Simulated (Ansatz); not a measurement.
# How far is PAW off for GaP?

```xyz
2
Lattice="0.0000 2.7252 2.7798 2.7252 0.0000 2.7798 2.7252 2.7252 0.0000" Properties=species:S:1:pos:R:3 pbc="T T T"
Ga    0.0000    0.0000    0.0000
P     4.0879    4.0879    4.1696
```

Atom numbers follow the list: Ga1, P2.

The cell comes from COD entry 9008846, which wasn't checked; take it as a given geometry. The listed cell was then made from it by scaling, straining or moving an atom.

Levels of theory: DFT, LDA, PAW with Ansatz's default frozen-core files, scalar-relativistic (Ansatz 0.2.0); DFT, LDA, all-electron PAW with datasets made for the crystal, scalar-relativistic (Ansatz 0.2.0); DFT, LDA, all-electron LAPW, scalar-relativistic (Ansatz 0.2.0).

For PAW: a Γ-centred 10×10×10 k mesh, Fermi–Dirac smearing of 0.05 eV, cutoff 420 eV, no spin polarisation; the PAW files were made with PBE, and the program remakes their frozen cores for this functional. The crystal-made all-electron datasets (AE datasets) take a cutoff of 240 eV at this cell. LAPW targets a basis error of 0.5 meV/atom. The Ansatz runs share mesh, smearing and spin set-up. Plane-wave (PAW) pressures include the program's estimate of the Pulay term.

Stress and pressure are positive in compression.

| quantity | PAW | AE datasets | LAPW |
| --- | --- | --- | --- |
| pressure (GPa) | -4.22 | -4.20 | -4.20 |
| stress xx (GPa) | -3.69 | -3.67 | -3.67 |
| stress zz (GPa) | -5.27 | -5.25 | -5.25 |
| band gap (eV) | 1.388 | 1.388 | 1.388 |
| field gradient Vzz at Ga1 (10²¹ V/m²) | -0.38 | -0.38 | – |
| field gradient Vzz at P2 (10²¹ V/m²) | 0.26 | 0.25 | – |
